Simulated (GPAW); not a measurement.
Ce: single point with r2SCAN

The system is Ce.

```
CELL_PARAMETERS angstrom
-1.94330 1.94330 1.94330
1.94330 -1.94330 1.94330
1.94330 1.94330 -1.94330
ATOMIC_POSITIONS crystal
Ce 0.00000 0.00000 0.00000
```

This isn't the form of Ce at room conditions, which is fcc.

* Program: GPAW 26.7.0
* Task: single point
* Functional: r2SCAN
* Potentials or basis: GPAW PAW data sets (gpaw-data 1.2.1)
* Cutoff: 600 eV
* Basis: pw
* k mesh: 8 × 8 × 8
* Occupations: fermi-dirac, width 0.05 eV
* Spin: collinear spin, ferromagnetic start
* Starting moments: [2.0] μB

The pressure is 0.2 GPa and the band gap on the k mesh is none (metal or under the smearing width). The net moment is 1.55 μB per cell and the site moments are Ce +0.91 μB.

Levels at points of the mesh, in eV from the Fermi level:
Spin up:
```
           k point  band 4  band 5  band 6  band 7  band 8  band 9  band 10  band 11
(0.00, 0.00, 0.00)  -17.38   -3.73   -0.06   -0.06   -0.06    0.80     0.80     0.80
(0.50, 0.50, 0.00)  -17.43   -2.71   -0.87   -0.01    0.22    0.29     0.60     0.71
(0.50, 0.50, 0.50)  -18.91   -3.08   -3.08   -0.01    0.43    0.43     0.43     0.80
```
Spin down:
```
           k point  band 1  band 2  band 3  band 4  band 5  band 6  band 7  band 8  band 9  band 10
(0.00, 0.00, 0.00)  -35.69  -16.80  -16.80  -16.80   -2.76    0.81    0.81    0.81    1.48     1.48
(0.50, 0.50, 0.00)  -35.28  -19.02  -17.46  -16.86   -1.86    0.15    0.79    0.93    1.18     1.46
(0.50, 0.50, 0.50)  -35.01  -18.23  -18.23  -18.23   -2.51   -2.51    1.01    1.10    1.10     1.10
```

Wall time 60 s on 1 thread of Arm Neoverse V2, on a shared host, peak memory 0.93 GiB.

Caveat: the cutoff is short for stress and forces, so pressures can be off by a GPa or more; one-centre terms of the f shell are cut off; the magnetic or orbital state may not be the lowest; the PAW data sets were made with another functional, which shifts forces and pressure a little; spin-orbit coupling is left out, which moves the levels of the heavy elements. The state reached can hang on the start; a lower one may exist.
